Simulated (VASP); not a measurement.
# MoS2 (R-3m) in VASP: notebook, part 2 of 2

VASP 6.6.1. The steps go on from the part before.

## 4. Relaxation of cell and atoms, PBE

File INCAR:

```
SYSTEM = MoS2
  ALGO = Normal
  EDIFF = 1E-7
  EDIFFG = -0.02
  ENCUT = 600
  GGA = PE
  IBRION = 2
  ISIF = 3
  ISMEAR = -1
  LASPH = .TRUE.
  LCHARG = .FALSE.
  LREAL = .FALSE.
  LWAVE = .FALSE.
  NELM = 60
  NSW = 60
  PREC = Accurate
  SIGMA = 0.05
```

File KPOINTS:

```
k-points
0
G
  10 10 10
  0 0 0
```

File POSCAR:

```
MoS2
1.0
    1.5855000000      0.9153888518      6.1149966667
   -1.5855000000      0.9153888518      6.1149966667
    0.0000000000     -1.8307777036      6.1149966667
Mo S
1 2
Direct
    0.0000000000      0.0000000000      0.0000000000
    0.2500000000      0.2500000000      0.2500000000
    0.7500000000      0.7500000000      0.7500000000
```

Potentials or basis: VASP PAW PBE potentials, release 64 (Mo_sv, S).

The run is started by

```bash
$ cat potpaw_PBE.64/Mo_sv/POTCAR potpaw_PBE.64/S/POTCAR > POTCAR
$ mpirun -np 1 vasp_std > vasp.out
```

OUTCAR:

```text
SYSTEM = MoS2
   EDIFF = 1E-7
   EDIFFG = -0.02
   ENCUT = 600
   GGA = PE
   IBRION = 2
   ISIF = 3
   ISMEAR = -1
   LASPH = .TRUE.
   LREAL = .FALSE.
   NELM = 60
   NSW = 60
   PREC = Accurate

 ion  position               nearest neighbor table
   1  0.000  0.000  0.000-   3 2.39   2 2.39   3 2.39   3 2.39   2 2.39   2 2.39
   2  0.250  0.250  0.250-   1 2.39   1 2.39   1 2.39
   3  0.750  0.750  0.750-   1 2.39   1 2.39   1 2.39

  LATTYP: Found a trigonal (rhomboedric) cell.
 ALAT       =     6.3831756386
 COS(alpha) =     0.8766074614

  Lattice vectors:

 A1 = (   1.5855000000,   0.9153888518,   6.1149966667)
 A2 = (  -1.5855000000,   0.9153888518,   6.1149966667)
 A3 = (   0.0000000000,  -1.8307777036,   6.1149966667)

Analysis of symmetry for initial positions (statically):
=====================================================================
 Subroutine PRICEL returns:
 Original cell was already a primitive cell.

 Routine SETGRP: Setting up the symmetry group for a
 trigonal (rhombohedral) supercell.

 Subroutine GETGRP returns: Found 12 space group operations
 (whereof 12 operations were pure point group operations)
 out of a pool of 12 trial point group operations.

The static configuration has the point symmetry D_3d.

[... 268 lines left out ...]
  ---------------------------------------------------
  free  energy   TOTEN  =       -21.0255246210 eV

  energy  without entropy=      -21.0192832809  energy(sigma->0) =      -21.02240395

[... ionic steps 4 to 18 ...]

--------------------------------------- Ionic step       19  -------------------------------------------

 number of electron      26.0000000 magnetization

------------------------ aborting loop because EDIFF is reached ----------------------------------------
[... 69 lines left out ...]
--------------------------------------- Ionic step       21  -------------------------------------------

 number of electron      25.9999999 magnetization

 Free energy of the ion-electron system (eV)
  ---------------------------------------------------
  ext. energy  EPLUGINS =         0.00000000
  ---------------------------------------------------
  free energy    TOTEN  =       -21.03878288 eV

  energy without entropy =      -21.03223673  energy(sigma->0) =      -21.03550981

 E-fermi :   6.5018     XC(G=0): -10.1719

 val. band max:        6.4887436303   @ k =   0.1000   0.0000  -0.0000
 cond. band min:       6.5032025977   @ k =   0.5000   0.3000   0.1000
 fundamental gap:      0.0144589674
 Fermi energy:         6.5018094137

 k-point     1 :       0.0000    0.0000    0.0000
  band No.  band energies     occupation
      1     -55.3269      2.00000
      2     -29.3668      2.00000
      3     -29.3045      2.00000
      4     -29.3045      2.00000
      5      -8.3397      2.00000
      6      -7.0800      2.00000
[... 457 lines left out ...]
      4     -29.3081      2.00000
      5      -6.8319      2.00000
      6      -6.5739      2.00000
[... 9 lines left out ...]
     16       9.2161      0.00000
     17      10.5010      0.00000

 [... further k-points ...]
[... 5 lines left out ...]
  --------------------------------------------------------------------------------------
  -------------------------------------------------------------------------------------
  Total       -0.0542778     -0.0542778      0.0393550      0.0000000     -0.0000000      0.0000000
  in kB       -1.4699693     -1.4699693      1.0658244      0.0000000     -0.0000000      0.0000000
  external PRESSURE =      -0.6247047 kB  Pullay stress =       0.0000000 kB
[... 18 lines left out ...]
  FREE ENERGIE OF THE ION-ELECTRON SYSTEM (eV)
  ---------------------------------------------------
  free  energy   TOTEN  =       -21.0387828763 eV

  energy  without entropy=      -21.0322367340  energy(sigma->0) =      -21.03550981

 reached required accuracy - stopping structural energy minimisation
```

OSZICAR:

```text
N       E                     dE             d eps       ncg     rms          rms(c)
DAV:   1     0.206803321240E+03    0.20680E+03   -0.14797E+04  3944   0.161E+03
DAV:   2    -0.145183411910E+02   -0.22132E+03   -0.21839E+03  5084   0.375E+02
DAV:   3    -0.223743944904E+02   -0.78561E+01   -0.76291E+01  4785   0.663E+01
[... 233 lines left out ...]
DAV:   3    -0.210389134520E+02    0.10207E-02   -0.61796E-03  4108   0.446E-01    0.778E-02
DAV:   4    -0.210387845590E+02    0.12889E-03   -0.72504E-04  4029   0.176E-01    0.486E-02
DAV:   5    -0.210387856061E+02   -0.10471E-05   -0.27717E-05  4815   0.374E-02    0.179E-02
DAV:   6    -0.210387834168E+02    0.21893E-05   -0.12758E-05  4379   0.202E-02    0.905E-03
DAV:   7    -0.210387828747E+02    0.54206E-06   -0.13538E-06  4105   0.780E-03    0.175E-03
DAV:   8    -0.210387828763E+02   -0.16125E-08   -0.97248E-08  2017   0.209E-03
  21 F= -.21038783E+02 E0= -.21035510E+02  d E =-.153362E-03
```

CONTCAR:

```text
MoS2
   1.00000000000000
     1.5964723538884946    0.9217237432711641    6.7005650835786774
    -1.5964723538884946    0.9217237432711641    6.7005650835786774
     0.0000000000000000   -1.8434474865423267    6.7005650835786774
  Mo              S
     1     2
Direct
     0.0000000000000000    0.0000000000000000    0.0000000000000000
     0.2545858999434852    0.2545858999434852    0.2545858999434852
     0.7454141000565147    0.7454141000565147    0.7454141000565147

  0.00000000E+00  0.00000000E+00  0.00000000E+00
  0.00000000E+00  0.00000000E+00  0.00000000E+00
  0.00000000E+00  0.00000000E+00  0.00000000E+00
```

Run time: 52 min. Hardware: 1 thread of Intel Xeon 6975P-C (Granite Rapids), shared host; peak memory 0.55 GiB.

Results:

* Free energy: -21.0388 eV
* Relaxed volume: 19.72 Å³/atom
* Relaxed cell: a = 6.950 Å, b = 6.950 Å, c = 6.950 Å, α = 26.56°, β = 26.56°, γ = 26.56°
* Space group after relaxing (to 0.05 Å): R-3m (No. 166)
* Energy gained by relaxing: 28.5 meV/atom
* Ionic steps: 21
* Pressure after relaxing: -0.1 GPa
* Largest force after relaxing: 0.011 eV/Å
* Band gap on the k mesh: none (metal or under the smearing width)

Forces on the atoms (eV/Å):
```
Mo   0.000  0.000  0.000
S    0.000  0.000 -0.011
S    0.000  0.000  0.011
```

Step by step:
```
step  energy change (eV)  largest force (eV/Å)  pressure (GPa)  volume (Å³)
   1              0.0000                0.9932            7.80        53.25
   2              0.1698                1.6193          -11.38        60.18
   3             -0.0724                0.0721           -0.38        55.56
   4             -0.0725                0.0399           -0.14        55.48
   5             -0.0724                0.0214            0.00        55.43
   6             -0.0748                0.0473            0.11        55.39
   7             -0.0761                0.0881            0.30        55.31
   8             -0.0774                0.1108            0.03        55.60
   9             -0.0796                0.1765           -0.75        56.48
  10             -0.0798                0.2001           -1.01        56.80
  11             -0.0801                0.1926           -0.97        56.83
  12             -0.0809                0.1705           -0.86        56.93
  13             -0.0824                0.1258           -0.64        57.13
  14             -0.0842                0.0352           -0.17        57.53
  15             -0.0838                0.1539            0.82        58.33
  16             -0.0847                0.0520            0.28        57.89
  17             -0.0849                0.0442            0.21        58.06
  18             -0.0853                0.0220            0.00        58.55
  19             -0.0854                0.0190           -0.36        59.53
  20             -0.0855                0.0005           -0.20        59.10
  21             -0.0856                0.0110           -0.06        59.16
```

Final structure:
```
CELL_PARAMETERS angstrom
1.59647 0.92172 6.70057
-1.59647 0.92172 6.70057
0.00000 -1.84345 6.70057
ATOMIC_POSITIONS crystal
Mo 0.00000 0.00000 0.00000
S 0.25459 0.25459 0.25459
S 0.74541 0.74541 0.74541
```

Levels at points of the mesh, in eV from the Fermi level:
| k point | band 9 | band 10 | band 11 | band 12 | band 13 | band 14 | band 15 | band 16 | band 17 |
| --- | --- | --- | --- | --- | --- | --- | --- | --- | --- |
| (0.00, 0.00, 0.00) | -3.85 | -2.29 | -1.24 | -0.92 | -0.92 | -0.22 | -0.22 | 3.15 | 3.15 |
| (0.50, 0.00, 0.00) | -4.98 | -4.03 | -2.82 | -2.03 | -1.57 | 1.05 | 1.82 | 3.27 | 3.94 |
| (0.50, 0.50, 0.00) | -4.70 | -4.01 | -2.86 | -2.15 | -1.64 | 1.05 | 1.70 | 3.44 | 4.56 |
| (0.50, 0.50, 0.50) | -3.85 | -3.53 | -0.92 | -0.92 | -0.49 | -0.26 | -0.26 | 3.19 | 3.19 |

## 5. For comparison

An earlier run on the cell as given: functional PBE; potentials or basis VASP PAW PBE potentials, release 64 (Mo_sv, S); cutoff 520 eV; k mesh 10 × 10 × 10; occupations fermi-dirac, width 0.05 eV; no spin polarisation.

- Pressure: 7.8 GPa
- Largest force: 0.994 eV/Å
- Band gap on the k mesh: none (metal or under the smearing width)

## 6. Summary

```tsv
task	potentials or basis	cell	k mesh	cutoff (eV)	smearing	mesh quality	gap on the mesh (eV)	pressure (GPa)	largest force (eV/Å)
single point	VASP PAW PBE potentials, release 64 (Mo_sv_GW, S_GW)	as given	5 × 5 × 5	450	gaussian 0.02 eV	coarse	none	7.5	0.93
single point	VASP PAW PBE potentials, release 64 (Mo_sv_GW, S_GW)	as given	4 × 4 × 4	450	gaussian 0.02 eV	coarse	none	8.4	0.79
relaxation of cell and atoms	VASP PAW PBE potentials, release 64 (Mo_sv, S)	relaxed	10 × 10 × 10	600	fermi-dirac 0.05 eV	not flagged	none	-0.1	0.01
single point	VASP PAW PBE potentials, release 64 (Mo_sv, S)	as given	10 × 10 × 10	520	fermi-dirac 0.05 eV	not flagged	none	7.8	0.99
```

Alike in all rows: level PBE; no spin polarisation.

Caveats: some runs use coarse meshes; the cell's inner coordinates are idealised or old, which leaves forces on the atoms (some runs).

Absolute energies hang on the potentials; compare differences alone.
